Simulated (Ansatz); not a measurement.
Input of an Ansatz 0.2.0 run:

The input input.yaml:

```yaml
crystal:
  lattice:
    - [0.0, 1.8075, 1.8075]
    - [1.8075, 0.0, 1.8075]
    - [1.8075, 1.8075, 0.0]
  atoms:
    - { symbol: Cu, position: [0.0, 0.0, 0.0] }
hamiltonian:
  xc: pbesol
  pseudopotentials: { kind: paw }
  dispersion: d4
kpoints:
  mp_grid: { grid: [13, 13, 13] }
scf:
  occupations: { method: fermi_dirac, width: 0.05 }
output:
  forces: true
  stress: true
  eigenvalues: true
relax:
  f_tol: 0.01
  max_steps: 40
  cell: { stress_tol: 0.05 }
```

Potentials or basis: Ansatz PAW.

The run is started by

```console
$ ansatz run input.yaml --threads 2 --pin off --max-ram 5632MiB --backend cpu --events-out ev --progress --plain --runs-dir out
```

What does it give for the space group after relaxing (to 0.05 Å)?

Fm-3m (No. 225).

Predict the relaxed cell.

a = 2.499 Å, b = 2.499 Å, c = 2.499 Å, α = 60.00°, β = 60.00°, γ = 60.00°.

Step by step:
```csv
step,energy change (eV),largest force (eV/Å),volume (Å³)
1,0.0000,0.0000,11.81
2,-0.0216,0.0000,11.39
3,-0.0280,0.0000,10.97
4,-0.0281,0.0000,11.03
5,-0.0281,0.0000,11.03
6,-0.0274,0.0000,11.03
7,-0.0274,0.0000,11.03
8,-0.0274,0.0000,11.03
```

Caveat: the plane-wave basis is chosen anew once the cell has moved, so the energies of steps on either side of that aren't comparable; pairwise dispersion overbinds metals, which lowers pressure and volume; the PAW data sets come from PBE, with cores solved anew for the run's functional, which leaves a small shift of forces and pressure.
